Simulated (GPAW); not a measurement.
Runs of GPAW 26.7.0 on BaTiO3. Symmetry: P4mm, No. 99, tetragonal system. The conventional cell has a = 4.000 Å, b = 4.000 Å, c = 4.018 Å, α = 90.00°, β = 90.00°, γ = 90.00°. Ba (site symmetry 4mm) is surrounded by 12 O at 2.79 to 2.88 Å. Ti (site symmetry 4mm) has 6 O at 1.89 to 2.13 Å as nearest neighbours. O (site symmetry 2mm) is surrounded by 2 Ti at 2.00 Å. Around O (site symmetry 4mm) lie 2 Ti at 1.89 to 2.13 Å. 

```tsv
task	level	potentials or basis	U	cell	k mesh	cutoff (eV)	smearing	response ecut	maxiter	response k mesh	response bands	kernels	other keys	mesh quality	gap on the mesh (eV)	pressure (GPa)	relaxed volume (Å³/atom)	largest force (eV/Å)
dielectric tensor	PBE+U	GPAW PAW data sets (gpaw-data 1.2.1), pw	Ti d U = 6.2 eV	atoms moved at random, drawn with an rms of 0.02 Å	5 × 5 × 5	650	fermi-dirac 0.05 eV	80 eV	100	6 × 6 × 6	60	["RPA", "LR0.3", "Bootstrap"]	several, not listed	not flagged	2.93	-	-	-
optical spectrum	PBE+U	GPAW PAW data sets (gpaw-data 1.2.1), pw	Ti d U = 6.2 eV	atoms moved at random, drawn with an rms of 0.02 Å	5 × 5 × 5	650	fermi-dirac 0.001 eV	60 eV	150	5 × 5 × 5	80	-	-	not flagged	2.93	-	-	-
relaxation of cell and atoms	BP86	PAW data sets generated in the run's folder for this functional, pw	-	relaxed to 10 GPa	4 × 4 × 4	800	fermi-dirac 0.05 eV	-	150	-	-	-	-	coarse	1.87	9.9	-	0.02
relaxation of cell and atoms	r2SCAN+D4	GPAW PAW data sets (gpaw-data 1.2.1), pw	-	relaxed	4 × 4 × 4	800	fermi-dirac 0.05 eV	-	150	-	-	-	-	coarse	(c)	-0.1	13.01	0.01
eps q	PBE+U	GPAW PAW data sets (gpaw-data 1.2.1), pw	Ti d U = 6.2 eV	atoms moved at random, drawn with an rms of 0.02 Å	5 × 5 × 5	650	fermi-dirac 0.001 eV	60 eV	150	5 × 5 × 5	70	-	-	not flagged	2.93	-	-	-
band structure	PBE+U	GPAW PAW data sets (gpaw-data 1.2.1), pw	Ti d U = 4.5 eV	as given	4 × 4 × 4	800	fermi-dirac 0.05 eV	-	150	-	-	-	-	coarse	2.46	5.8	-	0.41
energy-loss spectrum	PBE+U	GPAW PAW data sets (gpaw-data 1.2.1), pw	Ti d U = 6.2 eV	atoms moved at random, drawn with an rms of 0.02 Å	5 × 5 × 5	650	fermi-dirac 0.001 eV	40 eV	150	4 × 4 × 4	100	-	-	coarse	2.93	-	-	-
single point	PBE	GPAW PAW data sets (gpaw-data 1.2.1), pw	-	as given	5 × 5 × 5	800	fermi-dirac 0.05 eV	-	75	-	-	-	several, not listed	not flagged	1.97	(a)	-	(b)
single point	PBE+U	GPAW PAW data sets (gpaw-data 1.2.1), pw	Ti d U = 6.2 eV	atoms moved at random, drawn with an rms of 0.02 Å	5 × 5 × 5	650	fermi-dirac 0.05 eV	-	80	-	-	-	-	not flagged	2.93	4.9	-	1.00
relaxation of cell and atoms	AM05	PAW data sets generated in the run's folder for this functional, pw	-	relaxed	4 × 4 × 4	800	fermi-dirac 0.05 eV	-	150	-	-	-	-	coarse	1.80	0.0	12.89	-
```

Alike in all rows: no spin polarisation.

Problem. Estimate the missing entries.

Solution. (a) 3.8; (b) 0.26; (c) 2.21.

Caveats: spin-orbit coupling is left out, which moves the levels of the heavy elements; response on these states lacks terms of the Hamiltonian (some runs); an odd mesh through Γ misses points on the zone boundary, where band edges often lie (some runs); later steps reuse the first step's grids (some runs); the long-wavelength limit can be off by several per cent where d states take part (some runs); spectra need much finer meshes, so this one isn't converged (some runs); independent-particle spectra lack excitons (some runs).

A k mesh can miss the band edges, and the runs leave out spin-orbit coupling on Ba.
